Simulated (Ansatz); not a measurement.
Runs of Ansatz 0.2.0 on CsPbCl3. It takes space group Pm-3m (No. 221, cubic). Conventional cell: a = 5.605 Å, b = 5.605 Å, c = 5.605 Å, α = 90.00°, β = 90.00°, γ = 90.00°. Pb (site symmetry m-3m) has 6 Cl at 2.80 Å as nearest neighbours. Cs (site symmetry m-3m) has 12 Cl at 3.96 Å as nearest neighbours. Cl (site symmetry 4/mmm) is surrounded by 2 Pb at 2.80 Å. 

| task | level | potentials or basis | cell | cutoff (eV) | gap on the mesh (eV) | pressure (GPa) | relaxed volume (Å³/atom) |
| --- | --- | --- | --- | --- | --- | --- | --- |
| relaxation of cell and atoms | r2SCAN+D3(BJ) | Ansatz PAW | relaxed | 500 | (b) | 0.0 | 35.90 |
| relaxation of cell and atoms | exchange-only PBE | Ansatz PAW | relaxed | 420 | 3.28 | 0.0 | (c) |
| relaxation of cell and atoms | LDA | Ansatz PAW | relaxed | 420 | 2.69 | 0.0 | (a) |
| relaxation of cell and atoms | RPBE | Ansatz PAW | relaxed | 420 | 3.29 | 0.0 | 40.15 |

Alike in all rows: no spin polarisation; k mesh 5 × 5 × 5; smearing fermi-dirac 0.05 eV.

Question: Estimate the missing entries.

Answer: (a) 33.54; (b) 3.35; (c) 44.51.

Caveats: odd divisions of the mesh miss points on the zone boundary, where band edges often lie, so the gap on the mesh can be too wide; the plane-wave basis is chosen anew once the cell has moved, so the energies of steps on either side of that aren't comparable; spin-orbit coupling is left out, which as a rule narrows the gap of such compounds by several tenths of an eV; the PAW data sets come from PBE, with cores solved anew for the run's functional, which leaves a small shift of forces and pressure; the dispersion damping was fitted for another functional or another form of the correction (some runs); the volume moved by over 15 % at a fixed basis, so the end points are rough (some runs); the volume moved by +26 % from the deposited cell, more than functionals usually miss (some runs).

A k mesh can miss the band edges, and the runs leave out spin-orbit coupling on Cs, Pb.
